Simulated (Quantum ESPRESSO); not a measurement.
Sr under changes of volume

One of the cells (56.319 Å³/atom); the others are scaled copies at fixed shape and fractional positions:

```
Sr
1.0
     0.00000    3.04235    3.04235
     3.04235    0.00000    3.04235
     3.04235    3.04235    0.00000
Sr
1
Direct
  0.00000 0.00000 0.00000
```

| Item | Value |
| --- | --- |
| Program | Quantum ESPRESSO 7.5 |
| Functional | r2SCAN |
| Potentials or basis | SG15 PBE 1.2 |
| Cutoff | 925 eV |
| Density cutoff | 3701 eV |
| k mesh | 6 × 6 × 6 |
| Occupations | fermi-dirac, width 0.05 eV |
| Spin | no spin polarisation |

```csv
volume (Å³/atom),energy over the lowest point (meV/atom),pressure (GPa)
52.940,7.96,0.8
54.067,3.33,0.5
55.193,0.72,0.3
56.319,0.00,0.0
57.446,?,?
58.572,3.60,-0.4
59.698,7.61,-0.6
```

**Question.** What does the run at 57.446 Å³/atom give?

**Answer.** Energy over the lowest point 1.01 meV/atom; pressure -0.2 GPa.

Worked out: A Birch-Murnaghan fit of order 3 (a polynomial in V^(-2/3)) to the other rows has its minimum at 56.21 Å³/atom with B0 = V·E''(V) = 12.3 GPa and B' = 3.3. It gives 1.01 meV/atom at 57.446 Å³/atom, against the run's 1.01, and -dE/dV = -0.3 GPa, against -0.2.

Energies are extrapolated to zero smearing.

Caveats: the potentials were made for another functional, which shifts forces and pressure.
